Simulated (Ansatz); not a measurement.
An input for Ansatz 0.2.0 (GaP):

The input input.yaml:

```yaml
crystal:
  lattice:
    - [0.0, 2.72525, 2.72525]
    - [2.72525, 0.0, 2.72525]
    - [2.72525, 2.72525, 0.0]
  atoms:
    - { symbol: Ga, position_ang: [0.0, 0.0, 0.0] }
    - { symbol: P, position_ang: [4.087875, 4.087875, 4.087875] }
hamiltonian:
  xc: am05
  pseudopotentials: { kind: paw_fr }
magnetization:
  noncollinear: true
  spin_orbit: true
kpoints:
  mp_grid: { grid: [1, 1, 1] }
  band_path:
    path:
      - [[0.0, 0.0, 0.0], [0.5, 0.0, 0.5], [0.5, 0.25, 0.75], [0.375, 0.375, 0.75], [0.0, 0.0, 0.0], [0.5, 0.5, 0.5], [0.625, 0.25, 0.625], [0.5, 0.25, 0.75], [0.5, 0.5, 0.5], [0.375, 0.375, 0.75]]
      - [[0.625, 0.25, 0.625], [0.5, 0.0, 0.5]]
    npoints: 14
scf:
  occupations: { method: cold, width: 0.1 }
  n_extra_bands: 6
  max_iter: 50
output:
  forces: true
  stress: true
  eigenvalues: true
  fatbands: false
```

Potentials or basis: Ansatz PAW.

The run is started by

```bash
$ ansatz run input.yaml --threads 1 --pin off --max-ram 2560MiB --backend cpu --events-out ev --progress --plain --runs-dir out
```

Q: Does this run start?

A: The run stopped without a result. It printed:

Output:

```text
Error: YAML parse error: error: line 10 column 7: hamiltonian.xc: unknown variant `am05`, expected one of `lda`, `lda-pw`, `pw92`, `pbe`, `pbesol`, `rpbe`, `revpbe`, `blyp`, `pbe0`, `revpbe0`, `b3lyp`, `b3lyp5`, `hse06`, `wpbeh`, `hiss`, `lc_wpbe`, `cam_b3lyp`, `hf`, `r2scan`, `r2scanh`, `r2scan0`, `r2scan50`, `mr2scan`
  --> <input>:10:7
   |
 8 |     - { symbol: P, position_ang: [4.087875, 4.087875, 4.087875] }
 9 | hamiltonian:
10 |   xc: am05
   |       ^ hamiltonian.xc: unknown variant `am05`, expected one of `lda`, `lda-pw`, `pw92`, `pbe`, `pbesol`, `rpbe`, `revpbe`, `blyp`, `pbe0`, `revpbe0`, `b3lyp`, `b3lyp5`, `hse06`, `wpbeh`, `hiss`, `lc_wpbe`, `cam_b3lyp`, `hf`, `r2scan`, `r2scanh`, `r2scan0`, `r2scan50`, `mr2scan`
11 |   pseudopotentials: { kind: paw_fr }
12 | magnetization:
   |
```
